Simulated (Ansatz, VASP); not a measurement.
## Re: VASP beside Ansatz

```xyz
2
Lattice="2.7403 0.0000 0.0000 -1.3702 2.3732 0.0000 0.0000 0.0000 4.4116" Properties=species:S:1:pos:R:3 pbc="T T T"
Re    0.0000    1.5821    1.1029
Re    1.3702    0.7911    3.3087
```

Alike in both runs: functional LDA; k mesh 18 × 18 × 10; occupations fermi-dirac, width 0.15 eV; no spin polarisation.

Ansatz relaxed the structure, and its values are those at the end. VASP's run is a single point on that final structure, the one shown.

|  | VASP | Ansatz |
| --- | --- | --- |
| version | VASP 6.6.1 | Ansatz 0.2.0 |
| potentials or method | VASP PAW LDA potentials, release 64 (Re) | scalar-relativistic, plane waves, PAW |
| plane-wave cutoff (eV) | 520 | 420 |
| valence electrons in the cell | 14 | 30 |

|  | VASP | Ansatz | Ansatz less VASP |
| --- | --- | --- | --- |
| gap on the k mesh at the Fermi level (eV) | none | none | - |
| pressure (GPa) | 1.6 | 0.0 | -1.56 |

A gap of «none» marks a metal or a gap that the smearing closes. The two sets of potentials don't hold the same shells in valence.

Spin-orbit coupling is left out, which matters for the levels of Re.
